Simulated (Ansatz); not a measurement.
# Ge: a hydrostatic pressure series

How does Ge compress? Cell and atoms are relaxed at 7 pressures between -1 and 90 GPa.

Method: DFT PBEsol, scalar-relativistic, plane waves, PAW, in Ansatz 0.2.0.

1 further run of the same task is left out (set aside as unsound or not needed).

## Step 1: Starting point

It takes space group Fd-3m (No. 227, cubic). Conventional cell: a = 5.675 Å, b = 5.675 Å, c = 5.675 Å, α = 90.00°, β = 90.00°, γ = 90.00°. Ge (site symmetry -43m) has 4 Ge at 2.46 Å as nearest neighbours.

Structure file:

```
Ge
1.0
     0.00000    2.83743    2.83743
     2.83743    0.00000    2.83743
     2.83743    2.83743    0.00000
Ge
2
Direct
  0.50000 0.50000 0.50000
  0.75000 0.75000 0.75000
```

It goes back to an entry of the Materials Project.

It is the result of an earlier relaxation at this level (volume 22.84 Å³/atom; gap on the mesh: none (metal)).

## Step 2: Relaxing at -1 GPa

Contents of input.yaml:

```yaml
crystal:
  lattice:
    - [0.0, 2.8470170338, 2.8470170338]
    - [2.8470170338, 0.0, 2.8470170338]
    - [2.8470170338, 2.8470170338, 0.0]
  atoms:
    - { symbol: Ge, position: [0.5, 0.5, 0.5] }
    - { symbol: Ge, position: [0.75, 0.75, 0.75] }
basis:
  ecutwfc: 420
kpoints:
  mp_grid: { grid: [12, 12, 12] }
hamiltonian:
  xc: pbesol
scf:
  occupations: { method: gaussian, width: 0.1 }
output:
  forces: true
  stress: true
  eigenvalues: true
relax:
  adjacent_minimum: "off"
  f_tol: 0.008
  max_steps: 50
  cell: { stress_tol: 0.08, p_target: -1.0 }
```

Command:

```bash
$ ansatz run input.yaml --threads 1 --pin off --max-ram 2560MiB --backend cpu --events-out ev --progress --plain --runs-dir out
```

The session goes on with these runs: 1 GPa; 4 GPa; the gap over the whole zone at 4 GPa; relaxing at 12 GPa; the gap over the whole zone at 12 GPa; 25 GPa; the gap over the whole zone at 25 GPa; relaxing at 50 GPa; relaxing at 90 GPa.

Before running it: what results should come out? Wanted: bulk modulus B0; B0'.

**Answer**, as computed:

| quantity | value |
| --- | --- |
| volume at 90 GPa | 14.38 Å³/atom, V/V0 = 0.630 |
| bulk modulus B0 (third-order Birch-Murnaghan) | 70 GPa |
| B0' | 4.4 |
| gap at 0 and 90 GPa | none (metal); none (metal) |

What this shows: At 90 GPa the crystal has lost 37.0 % of its volume. The points follow one equation of state, B0 = 70 GPa. The gap closes between 25 and 50 GPa. The symmetry of the start is kept, so a transition to another structure would not show.

Counted by bands, a gap of 0.02 eV stays open on the mesh in one run that reads as metallic: the smearing reaches across it. Real Ge has a narrow gap, which semilocal functionals close or nearly close; near the undistorted cell a metallic reading is the functional's, not the solid's.
